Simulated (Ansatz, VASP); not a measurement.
# One calculation of Pd, two programs

```xyz
9
Lattice="2.7506 0.0000 0.0000 0.0000 2.7506 0.0000 0.0000 0.0000 32.5600" Properties=species:S:1:pos:R:3 pbc="T T T"
Pd    0.0000    0.0000    8.7978
Pd    1.3753    1.3753   10.6460
Pd    0.0000    0.0000   12.5185
Pd    1.3753    1.3753   14.3958
Pd    0.0000    0.0000   16.2800
Pd    1.3753    1.3753   18.1642
Pd    0.0000    0.0000   20.0415
Pd    1.3753    1.3753   21.9140
Pd    0.0000    0.0000   23.7622
```

Alike in both runs: functional LDA; k mesh 16 × 16 × 1; occupations gaussian, width 0.1 eV; no spin polarisation.

Ansatz relaxed the structure, and its values are those at the end. VASP's run is a single point on that final structure, the one shown.

|  | VASP | Ansatz |
| --- | --- | --- |
| version | VASP 6.6.1 | Ansatz 0.2.0 |
| potentials or method | VASP PAW LDA potentials, release 64 (Pd) | scalar-relativistic, plane waves, PAW |
| plane-wave cutoff (eV) | 520 | 420 |
| valence electrons in the cell | 90 | 162 |

Ansatz gave:

| Property | Result |
| --- | --- |
| gap on the k mesh at the Fermi level (eV) | none |
| rms of the force components (eV/Å) | 0.000 |

Q: Which values does VASP return?

A: gap on the k mesh at the Fermi level (eV): none; rms of the force components (eV/Å): 0.004.

A gap of «none» marks a metal or a gap that the smearing closes. The two sets of potentials don't hold the same shells in valence. Ansatz warned: «xc_potential_rough_in_thin_density».
